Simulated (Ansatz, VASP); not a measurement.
**Br: VASP beside Ansatz**

```
Br
1.0
     4.59760    0.00000    0.00000
     0.00000    4.59760    0.00000
     0.00000    0.00000    4.59760
Br
3
Direct
  0.50000 0.00000 0.00000
  0.00000 0.50000 0.00000
  0.00000 0.00000 0.50000
```

Alike in both runs: task single point; functional r2SCAN; k mesh 5 × 5 × 5; occupations fermi-dirac, width 0.5 eV; no spin polarisation.

```csv
,VASP,Ansatz
version,VASP 6.6.1,Ansatz 0.2.0
potentials or method,"VASP PAW PBE potentials, release 64 (Br)","plane waves, PAW"
plane-wave cutoff (eV),520,500
valence electrons in the cell,21,21
```

```csv
,VASP,Ansatz,Ansatz less VASP
pressure (GPa),1.5,1.5,+0.02
```

With one functional, cell and mesh, what is left measures potentials, basis and numerics.

Caveats: the PAW data sets were made with another functional, which shifts forces and pressure a little (VASP); an odd number of electrons without spin polarisation forces a metal; a magnetic or distorted state may lie lower.
